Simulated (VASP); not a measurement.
Write the native input for VASP 6.6.1 that does the following.

* Task: relaxation of cell and atoms
* Functional: LDA
* Potentials or basis: VASP PAW LDA potentials, release 64 (Hf_pv)
* Cutoff: 600 eV
* k mesh: 15 × 15 × 8
* Occupations: gaussian, width 0.1 eV
* Spin: no spin polarisation
* Further INCAR settings: ALGO = Normal; EDIFF = 1e-07; IBRION = 2; EDIFFG = -0.005; NSW = 90; ISIF = 3

The structure of Hf lies in POSCAR:

```
Hf
1.0
    3.1923846300      0.0000000000      0.0000000000
   -1.5961923200      2.7646861900      0.0000000000
    0.0000000000      0.0000000000      5.0450416400
Hf
2
Direct
    0.3333333300      0.6666666700      0.2500000000
    0.6666666700      0.3333333300      0.7500000000
```

These files were run (other wordings do the same):

INCAR

```
PREC = Accurate
ENCUT = 600
EDIFF = 1E-7
ISMEAR = 0
SIGMA = 0.1
LREAL = F
LASPH = T
NELM = 80
ALGO = Normal
ISIF = 3
LWAVE = F
LCHARG = F
GGA = CA
IBRION = 2
NSW = 90
EDIFFG = -0.005
```

KPOINTS

```
Automatic mesh
0
Gamma
  15 15 8
```

Potentials or basis: VASP PAW LDA potentials, release 64 (Hf_pv).

Command:

```sh
$ cat potpaw_LDA.64/Hf_pv/POTCAR > POTCAR
$ mpirun -np 1 vasp_std > vasp.out
```

Results of the run:

| Property | Result |
| --- | --- |
| Relaxed volume | 20.85 Å³/atom |
| Relaxed cell | a = 3.122 Å, b = 3.122 Å, c = 4.939 Å, α = 90.00°, β = 90.00°, γ = 120.00° |
| Space group after relaxing (to 0.05 Å) | P6_3/mmc (No. 194) |
| Energy gained by relaxing | 33.1 meV/atom |
| Ionic steps | 8 |
| Pressure after relaxing | 0.0 GPa |
| Band gap on the k mesh | none (metal or under the smearing width) |

Run time: 4.3 min on 1 thread of Intel(R) Xeon(R) 6975P-C (Granite Rapids), on a shared host, peak memory 0.24 GiB.
